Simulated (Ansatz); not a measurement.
# Al2Cu: random displacements

This session takes Al2Cu and sets out to compute energies and forces of randomly disturbed cells.

Method: DFT r2SCAN, scalar-relativistic, plane waves, PAW, in Ansatz 0.2.0.

2 further runs of the same task are left out: 2 set aside as unsound or not needed. Runs told in other sessions of the task aren't counted.

## Step 1: Starting point

Symmetry: P4/mmm, No. 123, tetragonal system. Conventional cell: a = 4.088 Å, b = 4.088 Å, c = 2.851 Å, α = 90.00°, β = 90.00°, γ = 90.00°. Al (site symmetry mmm) is surrounded by 4 Cu at 2.49 Å and 6 Al at 2.85 to 2.89 Å. Around Cu (site symmetry 4/mmm) lie 8 Al at 2.49 Å and 2 Cu at 2.85 Å.

Structure file:

```
Al Cu
1.0
     4.08803   -4.08803    0.00000
    -4.08803   -4.08803    0.00000
     0.00000    4.08803   -5.70265
Al Cu
8 4
Direct
  0.37500 0.87500 0.25000
  0.12500 0.62500 0.75000
  0.87500 0.37500 0.25000
  0.62500 0.12500 0.75000
  0.37500 0.37500 0.25000
  0.12500 0.12500 0.75000
  0.87500 0.87500 0.25000
  0.62500 0.62500 0.75000
  0.75000 0.75000 0.50000
  0.50000 0.50000 0.00000
  0.25000 0.25000 0.50000
  0.00000 0.00000 0.00000
```

It goes back to an entry of the Materials Project, which need not be the stable form.

It is built from the cell relaxed beforehand with the same method (15.88 Å³/atom).

## Step 2: The undisturbed cell

File input.yaml:

```yaml
crystal:
  lattice:
    - [4.0880282815, -4.0880282815, 0.0]
    - [-4.0880282815, -4.0880282815, 0.0]
    - [0.0, 4.0880282815, -5.7026507878]
  atoms:
    - { symbol: Al, position: [0.375, 0.875, 0.25] }
    - { symbol: Al, position: [0.125, 0.625, 0.75] }
    - { symbol: Al, position: [0.875, 0.375, 0.25] }
    - { symbol: Al, position: [0.625, 0.125, 0.75] }
    - { symbol: Al, position: [0.375, 0.375, 0.25] }
    - { symbol: Al, position: [0.125, 0.125, 0.75] }
    - { symbol: Al, position: [0.875, 0.875, 0.25] }
    - { symbol: Al, position: [0.625, 0.625, 0.75] }
    - { symbol: Cu, position: [0.75, 0.75, 0.5] }
    - { symbol: Cu, position: [0.5, 0.5, 0.0] }
    - { symbol: Cu, position: [0.25, 0.25, 0.5] }
    - { symbol: Cu, position: [0.0, 0.0, 0.0] }
basis:
  ecutwfc: 500
kpoints:
  mp_grid: { grid: [10, 10, 10] }
hamiltonian:
  xc: r2scan
scf:
  occupations: { method: gaussian, width: 0.15 }
output:
  forces: true
  stress: true
  eigenvalues: true
  write_density: true
  write_potential: true
  elf: true
  volumetric_format: npy
```

On the command line:

```sh
$ ansatz run input.yaml --threads 2 --pin off --max-ram 5120MiB --backend cpu --events-out ev --progress --plain --runs-dir out
```

## Step 3: Setting up random displacements

All atoms are moved at random with no net shift, in some cells together with a random strain.

## Step 4: At rms move = 0.077 Å

File input.yaml:

```yaml
crystal:
  lattice:
    - [4.0880282815, -4.0880282815, 0.0]
    - [-4.0880282815, -4.0880282815, 0.0]
    - [0.0, 4.0880282815, -5.7026507878]
  atoms:
    - { symbol: Al, position: [0.3694858007, 0.8686985759, 0.2527614032] }
    - { symbol: Al, position: [0.1301650889, 0.638319407, 0.7531395169] }
    - { symbol: Al, position: [0.8757690692, 0.3604850316, 0.2393064617] }
    - { symbol: Al, position: [0.6331620855, 0.1306947855, 0.7513820047] }
    - { symbol: Al, position: [0.3769480006, 0.3671000605, 0.2541054875] }
    - { symbol: Al, position: [0.1214901787, 0.1345194355, 0.7563560246] }
    - { symbol: Al, position: [0.8735643611, 0.8647033948, 0.2480926246] }
    - { symbol: Al, position: [0.6179500541, 0.6266670684, 0.7513952519] }
    - { symbol: Cu, position: [0.7482205979, 0.7419494542, 0.5017937333] }
    - { symbol: Cu, position: [0.4870878838, 0.5105369952, -0.0125039553] }
    - { symbol: Cu, position: [0.2513149193, 0.2576374652, 0.490347229] }
    - { symbol: Cu, position: [0.0148419604, -0.0013116738, 0.0138242179] }
basis:
  ecutwfc: 500
kpoints:
  mp_grid: { grid: [10, 10, 10] }
hamiltonian:
  xc: r2scan
scf:
  occupations: { method: gaussian, width: 0.15 }
output:
  forces: true
  stress: true
  eigenvalues: true
```

## Step 5: At rms move = 0.246 Å

File input.yaml:

```yaml
crystal:
  lattice:
    - [4.0462468336, -4.026117367, 0.0121610255]
    - [-4.0972356953, -4.0771062286, 0.0600986931]
    - [0.0589300823, 4.1020116377, -5.6877526602]
  atoms:
    - { symbol: Al, position: [0.3833213201, 0.9088426441, 0.2600939781] }
    - { symbol: Al, position: [0.0806720214, 0.6392052407, 0.7149750931] }
    - { symbol: Al, position: [0.8934575675, 0.3738656346, 0.2628474001] }
    - { symbol: Al, position: [0.6637325787, 0.1421627347, 0.7413679096] }
    - { symbol: Al, position: [0.4013514965, 0.3977354973, 0.2892351687] }
    - { symbol: Al, position: [0.1344506966, 0.1110006844, 0.7725363746] }
    - { symbol: Al, position: [0.9101555888, 0.8693195712, 0.2535105437] }
    - { symbol: Al, position: [0.6191624771, 0.6407328356, 0.7581474614] }
    - { symbol: Cu, position: [0.7264698204, 0.7193464816, 0.4958868914] }
    - { symbol: Cu, position: [0.4869997663, 0.4389374122, -0.0361154164] }
    - { symbol: Cu, position: [0.2617132606, 0.2775888636, 0.4825163995] }
    - { symbol: Cu, position: [-0.0614865943, -0.0187376, 0.0049981962] }
basis:
  ecutwfc: 500
kpoints:
  mp_grid: { grid: [10, 10, 10] }
hamiltonian:
  xc: r2scan
scf:
  occupations: { method: gaussian, width: 0.15 }
output:
  forces: true
  stress: true
  eigenvalues: true
```

(Steps that only read results are left out.)

Q: Predict the outcome of this session.

As calculated:

| quantity | value |
| --- | --- |
| costliest cell | 254.0 meV/atom at an rms move of 0.246 Å |

What this shows: The cost runs from 20.6 to 254.0 meV/atom. Energy over the square of the rms move lies between 3.4 and 4.2 eV/Å² per atom; a harmonic solid under isotropic random moves would keep it roughly constant, while strain and close contacts change it.
